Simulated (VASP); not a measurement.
Runs of VASP 6.6.1 on SrO. All rows change the cell; the cell of one of them follows. Symmetry: I4/mmm, No. 139, tetragonal system. Conventional cell: a = 3.967 Å, b = 3.967 Å, c = 4.987 Å, α = 90.00°, β = 90.00°, γ = 90.00°. Sr (site symmetry 4/mmm) is surrounded by 6 O at 2.49 to 2.81 Å. O (site symmetry 4/mmm) has 6 Sr at 2.49 to 2.81 Å as nearest neighbours. Measurements of this composition are mostly on another form, of space group No. 225.

```csv
cell,gap on the mesh (eV),pressure (GPa)
"strain +0.080 along x and y, -0.040 along z, atoms carried along",2.64,(c)
"strain +0.080 along x and y, -0.080 along z, atoms carried along",2.52,(b)
"strain -0.040 along x and y, +0.040 along z, atoms carried along",3.10,5.9
"strain +0.040 along x and y, -0.080 along z, atoms carried along",(a),4.2
```

Alike in all rows: task single point; level PBE; potentials or basis VASP PAW PBE potentials, release 64 (Sr_sv, O); no spin polarisation; k mesh 8 × 8 × 8; cutoff (eV) 520; smearing gaussian 0.05 eV.

**Question.** Fill in the values left out.

**Answer.** (a) 2.62; (b) -0.1; (c) -5.0.

A k mesh can miss the band edges, and the runs leave out spin-orbit coupling on Sr.
